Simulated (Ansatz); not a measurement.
A crystal relaxed with r2SCAN+rVV10 in the PAW code Ansatz has space group P-3m1 (No. 164) and a = 3.674 Å, c = 5.857 Å.

| atom | site | x | y | z |
| --- | --- | --- | --- | --- |
| Xx | 1a | 0.0000 | 0.0000 | 0.0000 |
| S | 2d | 0.3333 | 0.6667 | 0.2462 |

r2SCAN gives an indirect gap of 1.18 eV, from k = (-0.089, 0.042, 0) to L; the least direct gap is 1.81 eV at Γ. HSE06 gives an indirect gap of 1.67 eV, from k = (-0.089, 0.042, 0) to L; the least direct gap is 2.38 eV at Γ. With PBE0 the valence top lies at k = (-0.089, 0.042, 0) and the conduction bottom at L, 2.35 eV higher; the smallest vertical gap, at Γ, is 3.07 eV. Meshes: r2SCAN 12×12×4, HSE06 6×6×4, PBE0 6×6×4. r2SCAN's ε∞ is 9.6 along x and y, 5.1 along z.

**Question.** Which element is Xx?
A. Sn
B. Ti
C. Hf
D. Zr

**Answer.** D. Xx is Zr: ZrS2 in the CdI2-type structure. Around Zr lie 6 S at 2.57 Å; around S lie 3 Zr at 2.57 Å.

No spin polarisation and no zero-point or thermal motion.

Spin-orbit coupling is left out.

Where an edge lies off the special points, it is a point of the mesh or the k point where a search put PBE's edge or least direct gap, reused for the other functionals, whose own edges may lie a little apart.

Coordinates of k points refer to the reciprocal vectors of the primitive cell of the runs.

The meshes of the hybrids are coarse, so their gaps aren't converged to the digits shown.
